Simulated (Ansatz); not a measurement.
**How far is PAW off for SnSe?**

```
Sn Se
1.0
     0.00000    3.01000    3.01000
     3.01000    0.00000    3.01000
     3.01000    3.01000    0.00000
Sn Se
1 1
Direct
  0.00000 0.00000 0.00000
  0.50000 0.50000 0.50000
```

Atoms are numbered in the order listed.

The cell is COD entry 9008725, as deposited and not checked against the literature; nothing was relaxed.

No spin–orbit coupling, which matters for the heavy atoms here.

All numbers are computed: DFT, LDA, PAW with Ansatz's default frozen-core files, scalar-relativistic (Ansatz 0.2.0); DFT, LDA, all-electron LAPW, scalar-relativistic (Ansatz 0.2.0).

For PAW: a Γ-centred 9×9×9 k mesh, Fermi–Dirac smearing of 0.02 eV, cutoff 420 eV, no spin polarisation; the PAW files were made with PBE, and the program remakes their frozen cores for this functional. LAPW targets a basis error of 0.25 meV/atom. The Ansatz runs share mesh, smearing and spin set-up. Plane-wave (PAW) pressures include the program's estimate of the Pulay term.

Stress and pressure are positive in compression.

Levels count from the top of the valence band.

```json
{"quantity": "pressure (GPa)", "PAW": "-3.26", "LAPW": "-3.25"}
{"quantity": "band gap (eV)", "PAW": "0.453", "LAPW": "0.453"}
{"quantity": "highest filled level at Γ (eV)", "PAW": "-2.056", "LAPW": "-2.057"}
{"quantity": "lowest empty level at Γ (eV)", "PAW": "4.318", "LAPW": "4.319"}
{"quantity": "highest filled level at X (eV)", "PAW": "-3.514", "LAPW": "-3.514"}
{"quantity": "lowest empty level at X (eV)", "PAW": "3.104", "LAPW": "3.105"}
```

PAW's pressure differs from the LAPW value by about 0.01 GPa or less.
